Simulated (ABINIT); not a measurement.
The system is KTaO3.

```
CELL_PARAMETERS angstrom
3.98830 0.00000 0.00000
0.00000 3.98830 0.00000
0.00000 0.00000 3.98830
ATOMIC_POSITIONS crystal
Ta 0.00000 0.00000 0.00000
K 0.50000 0.50000 0.50000
O 0.00000 0.00000 0.50000
O 0.00000 0.50000 0.00000
O 0.50000 0.00000 0.00000
```

Base run:

```yaml
Program: ABINIT 10.8.3 (patched build)
Functional: AM05
Potentials_or_basis: JTH PAW PBE v2.0
Cutoff: 626 eV
k_mesh: 7 × 7 × 7
Occupations: fermi-dirac, width 0.05 eV
Spin: no spin polarisation
```

Its results: band gap on the k mesh 2.15 eV, indirect (least direct gap 2.71 eV); pressure 0.6 GPa.

The run is repeated on the same cell with these changes: functional from AM05 to PBEsol; k mesh from 7 × 7 × 7 to 9 × 9 × 9. What comes out?

Band gap on the k mesh 2.12 eV, indirect (least direct gap 2.70 eV); pressure -0.1 GPa.

Several settings changed at once, so the effect can't be laid on one alone.

Caveats: the PAW data sets were made with another functional, which shifts forces and pressure a little; spin-orbit coupling is left out, which moves the levels of the heavy elements; the atomic spheres overlap; an odd mesh through Γ misses points on the zone boundary, where band edges often lie (some runs).
